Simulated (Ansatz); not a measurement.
Input file of a DFT run on Mg2Sn with Ansatz:

```yaml
crystal:
  lattice:
    - [0.0, 3.3954517072, 3.3954517072]
    - [3.3954517072, 0.0, 3.3954517072]
    - [3.3954517072, 3.3954517072, 0.0]
  atoms:
    - { symbol: Mg, position: [0.25, 0.25, 0.25] }
    - { symbol: Mg, position: [0.75, 0.75, 0.75] }
    - { symbol: Sn, position: [0.0, 0.0, 0.0] }
basis:
  ecutwfc: 420
  ecutrho_ratio: 4
kpoints:
  mp_grid: { grid: [6, 6, 6] }
hamiltonian:
  xc: pbe
scf:
  occupations: { method: gaussian, width: 0.05 }
output:
  forces: true
  stress: true
  eigenvalues: true
```

Launched as:
```sh
ansatz run input.yaml --threads 4 --pin off --max-ram 7168MiB --backend cpu --events-out ev --progress --plain --runs-dir out
```

The chain of runs began from a cell as deposited in COD, expanded in volume.

Task: About how long does the run take on 4 threads of Arm Neoverse V2, with other jobs on the host, and how much memory does it need?

Result: About 0.58 s, with a peak of 0.34 GiB.

Output, machine lines left out:

```
Pseudopotentials: kind: paw
Pseudopotential: Mg, paw, valence charge 10, recommended cutoff 420 eV (normal), Mg.paw.azcp
Pseudopotential: Sn, paw, valence charge 14, recommended cutoff 420 eV (normal), Sn.paw.azcp
Crystal: 3 atoms, lattice volume = 78.293 Å³
Basis set: ecut = 420 eV, 1471 PW (Γ), exchange–correlation on 72×72×72 points (8 copies of the dense FFT grid, shifted against one another)
Bands: 21, of which v1, the nominal top of the filled ones, is band 17 counted from 1 (16 counted from 0)
Symmetry: 48 space group operations
Space group: Fm-3m (ITA 225), of the structure as read, at distance tolerance 4.3e-5 Å
k-points: 16 of 216
Initial density: superposition of atomic densities (neutral atoms: chi_scale 0, normalization atom), corrected by the library's trained network
Initial wavefunctions: pseudopotential atomic-orbital guess
Functional: x = pbe(κ = 0.804, μ = 0.21951), c = pbe(β = 0.06672)
```

SCF trace (energy estimate counted from the last row):
```
iteration   ΔE (eV)  density residual (eV)
        1  -4.3e-03                1.57e-2
        2   7.8e-05                8.92e-4
        3   3.5e-05                1.43e-4
        4   4.0e-06                4.67e-6
        5     0.000                5.55e-8
        6     0.000                2.79e-9
```

```
SCF 1 converged in 6 iterations: F = -9872.364305 eV  dr2 = 2.79e-9
SCF converged after 6 iterations
Free energy (F): -9872.364305 eV
E sigma→0 (E₀):  -9872.364287 eV
Entropy (-TS):   -0.000035 eV (-0.012 meV/atom)
Fermi energy:    6.824907 eV
--- Per-component energies (eV) ---
  E_band       = -831.074284
  E_kinetic    = 338.770740
  E_local      = -4406.595704  (includes V_loc(G=0)·N_el)
  E_nonlocal   = 159.067552
  E_hartree    = 1831.926511
  E_xc         = -439.565506
  E_vxc        = -169.925018  (∫ρ·V_xc dr)
  E_paw        = -4723.837963  (= ΣΔE_a)
  E_vpaw       = -416.245538  (= ΣTr[D̂ρ^β])
  E_aug_tail   = -0.000009  (compensation charges beyond the density's cutoff)
  E_ewald      = -2632.129890
  E_smearing   = -0.000035  (= −TS)
--- Forces (eV/Å), atoms counted from 1 ---
  atom   1  Mg     0.00000000     0.00000000     0.00000000
  atom   2  Mg     0.00000000     0.00000000     0.00000000
  atom   3  Sn     0.00000000     0.00000000     0.00000000
--- Stress (GPa, compression-positive) ---
        0.446078       0.000000       0.000000
        0.000000       0.446078       0.000000
        0.000000       0.000000       0.446078
  P = ⅓ Tr σ = 0.4461 GPa (4.461 kbar)
```

In short (PBE): pressure 0.4 GPa, gap on the mesh zero (metallic).

The k-mesh is coarse, so small energy differences aren't converged.
